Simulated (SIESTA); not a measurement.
Crystal: HfO2.

```
Hf O
1.0
     5.11800    0.00000    0.00000
     0.00000    5.18570    0.00000
    -0.85866    0.00000    5.21387
Hf O
4 8
Cartesian
  0.8021 2.3870 3.6914
  3.0279 4.9798 4.1294
  3.4573 2.7987 1.5224
  1.2314 0.2059 1.0845
  -0.3473 0.8733 4.4146
  4.1773 3.4661 3.4062
  4.6066 4.3124 0.7993
  0.0821 1.7196 1.8076
  1.4549 3.8473 5.1101
  2.3751 1.2544 2.7107
  2.8045 1.3384 0.1038
  1.8842 3.9313 2.5032
```

Base run:

- Program: SIESTA 5.4.2
- Functional: PBEsol
- Potentials or basis: PseudoDojo 0.4 standard (PBEsol files)
- Basis: DZP (energy shift 0.002 Ry)
- Grid cutoff: 800 Ry
- Energy shift: 0.002 Ry
- k mesh: 5 × 5 × 5
- Occupations: fermi-dirac, width 0.05 eV
- Spin: no spin polarisation

Its results: band gap on the k mesh 3.88 eV, indirect (least direct gap 3.96 eV); pressure -0.3 GPa; largest force 0.480 eV/Å.

**Question.** The run is repeated on the same cell with these changes: functional from PBEsol to vdW-DF-cx; potentials or basis from PseudoDojo 0.4 standard (PBEsol files) to PseudoDojo 0.4 standard (PBE files). What comes out?

**Answer.** Band gap on the k mesh 3.93 eV, indirect (least direct gap 4.01 eV); pressure 2.3 GPa; largest force 0.512 eV/Å.

Caveats: semicore shells carry a single zeta, which can move pressures by several GPa and volumes by a few percent; spin-orbit coupling is left out, which moves the levels of the heavy elements; the basis of atomic orbitals isn't converged, which shifts pressures, moduli and gaps; the potentials were made for another functional, which shifts forces and pressure (some runs).

A k mesh can miss the band edges.

Not every run made on this cell is shown here.
